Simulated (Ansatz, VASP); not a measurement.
# CdSe in VASP and in Ansatz

The input INCAR:

```
SYSTEM = CdSe
PREC     = Accurate       ! precision mode
ENCUT    = 600            ! plane-wave cutoff, eV
EDIFF    = 1E-7           ! SCF threshold, eV
ISMEAR   = -1             ! smearing method
SIGMA    = 0.05           ! smearing width, eV
LREAL    = .False.        ! projectors in reciprocal space
LASPH    = .True.         ! aspherical terms in the spheres
NELM     = 100            ! most SCF steps
ALGO     = Normal         ! electronic algorithm
ISIF     = 3              ! what is computed and relaxed
LWAVE    = .False.        ! write WAVECAR
LCHARG   = .False.        ! write CHGCAR
GGA      = RP             ! functional
IVDW     = 12             ! dispersion correction
IBRION   = 2              ! ionic algorithm
NSW      = 60             ! ionic steps
EDIFFG   = -0.01          ! ionic threshold
```

Contents of KPOINTS:

```
Automatic mesh
0
Gamma
  8 8 8
  0 0 0
```

Contents of POSCAR:

```
CdSe
1.0
    0.0000000000      2.8739580000      2.8739580000
    2.8739580000      0.0000000000      2.8739580000
    2.8739580000      2.8739580000      0.0000000000
Cd Se
1 1
Direct
    0.0000000000      0.0000000000      0.0000000000
    0.5000000000      0.5000000000      0.5000000000
```

File input.yaml:

```yaml
crystal:
  lattice:
    - [0.0, 2.873958, 2.873958]
    - [2.873958, 0.0, 2.873958]
    - [2.873958, 2.873958, 0.0]
  atoms:
    - { symbol: Cd, position: [0.0, 0.0, 0.0] }
    - { symbol: Se, position: [0.5, 0.5, 0.5] }
hamiltonian:
  xc: rpbe
  pseudopotentials: { kind: paw }
  dispersion: d3bj
kpoints:
  mp_grid: { grid: [8, 8, 8] }
scf:
  occupations: { method: fermi_dirac, width: 0.05 }
output:
  forces: true
  stress: true
  eigenvalues: true
  write_density: true
  write_potential: true
  elf: true
  volumetric_format: npy
relax:
  f_tol: 0.01
  max_steps: 40
  cell: { stress_tol: 0.05 }
```

Measurements of this composition are mostly on another form, of space group No. 186.

Alike in both runs: task relaxation of cell and atoms; functional RPBE; dispersion D3(BJ); k mesh 8 × 8 × 8; occupations fermi-dirac, width 0.05 eV; no spin polarisation.

|  | VASP | Ansatz |
| --- | --- | --- |
| version | VASP 6.6.1 | Ansatz 0.2.0 |
| potentials or method | VASP PAW PBE potentials, release 64 (Cd, Se) | Ansatz PAW |
| plane-wave cutoff (eV) | 600 | 420 |
| valence electrons in the cell | 18 | 36 |

```tsv
	VASP	Ansatz	Ansatz less VASP
gap on the k mesh at the Fermi level, each at its own relaxed structure (eV)	none	none	-
relaxed volume (Å³/atom)	19.53	19.40	-0.134
relaxed cell length with the largest relative difference (Å)	3.809	3.800	-0.0087
energy change over the relaxation (meV/atom)	-205	-217	-11.9
```

A gap of «none» marks a metal or a gap that the smearing closes. The two sets of potentials don't hold the same shells in valence.

Caveats: the volume moved by over 15 % at a fixed basis, so the end points are rough; pairwise dispersion overbinds metals, which lowers pressure and volume; the PAW data sets were made with another functional, which shifts forces and pressure a little (VASP); the plane-wave basis is chosen anew once the cell has moved, so the energies of steps on either side of that aren't comparable (Ansatz); the PAW data sets come from PBE, with cores solved anew for the run's functional, which leaves a small shift of forces and pressure (Ansatz).
